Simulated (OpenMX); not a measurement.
A run of OpenMX 3.8.5:

The input run.py:

```python
from ase.io import read
from ase.calculators.openmx import OpenMX

atoms = read('POSCAR')

def calculator():
    omx = OpenMX(
        label='K',
        command='openmx',
        nohup=True,
        xc='LDA',
        kpts=(9, 9, 9),
        system_currentdirectory='./',
        data_path='./DFT_DATA13',
        level_of_fileout=0,
        definition_of_atomic_species=[['K', 'K10.0-s3p2d2', 'K_CA13']],
        atoms_speciesandcoordinates_unit='Ang',
        atoms_speciesandcoordinates=[['1', 'K', '0', '0', '0', 4.5, 4.5], ['2', 'K', '0', '0', '0', 4.5, 4.5]],
        scf_spinpolarization='off',
        scf_electronictemperature=580.226,
        scf_energycutoff=300.0,
        scf_maxiter=100,
        scf_eigenvaluesolver='band',
        scf_mixing_type='rmm-diisk',
        scf_init_mixing_weight=0.05,
        scf_min_mixing_weight=0.001,
        scf_max_mixing_weight=0.3,
        scf_mixing_history=25,
        scf_mixing_startpulay=8,
        scf_criterion=1e-08,
        band_dispersion=True,
        band_nkpath=11,
        band_kpath=[['21', '0.000000', '0.000000', '0.000000', '0.000000', '0.000000', '0.500000', 'G', 'X'], ['4', '0.000000', '0.000000', '0.500000', '-0.037659', '0.037659', '0.500000', 'X', 'Y'], ['14', '-0.037659', '0.037659', '0.500000', '-0.268829', '0.268829', '0.268829', 'Y', 'S'], ['16', '-0.268829', '0.268829', '0.268829', '0.000000', '0.000000', '0.000000', 'S', 'G'], ['8', '0.000000', '0.000000', '0.000000', '0.500000', '0.500000', '-0.500000', 'G', 'Z'], ['14', '0.500000', '0.500000', '-0.500000', '0.268829', '0.731171', '-0.268829', 'Z', 'S1'], ['4', '0.268829', '0.731171', '-0.268829', '0.000000', '0.500000', '0.000000', 'S1', 'N'], ['15', '0.000000', '0.500000', '0.000000', '0.250000', '0.250000', '0.250000', 'N', 'P'], ['4', '0.250000', '0.250000', '0.250000', '0.500000', '0.500000', '-0.037659', 'P', 'Y1'], ['19', '0.500000', '0.500000', '-0.037659', '0.500000', '0.500000', '-0.500000', 'Y1', 'Z'], ['4', '0.000000', '0.000000', '0.500000', '0.250000', '0.250000', '0.250000', 'X', 'P']],
    )
    return omx

atoms.calc = calculator()
print('stress_eV_A3', atoms.get_stress().round(8).tolist())
print('forces_eV_A', atoms.get_forces().round(6).tolist())
print('energy_eV', round(atoms.get_potential_energy(), 6))
```

File POSCAR:

```
K
1.0
   -2.2081090471      2.2081090471      8.0458679461
    2.2081090471     -2.2081090471      8.0458679461
    2.2081090471      2.2081090471     -8.0458679461
K
2
Direct
    0.5000000000      0.5000000000      0.0000000000
    0.2500000000      0.7500000000      0.5000000000
```

Potentials or basis: OpenMX 2013 LDA set, K10.0-s3p2d2, grid cutoff 300 Ry.

Launch:

```console
$ python run.py > run.log
```

Hardware: 1 thread of Arm Neoverse N1, on a shared host.

Question: How long does it take, and how much memory?

Answer: Run time: 99 s on 1 thread of Arm Neoverse N1 (shared host), peak memory 0.57 GiB. Counts: k points 365, basis 38, scf iterations 17.
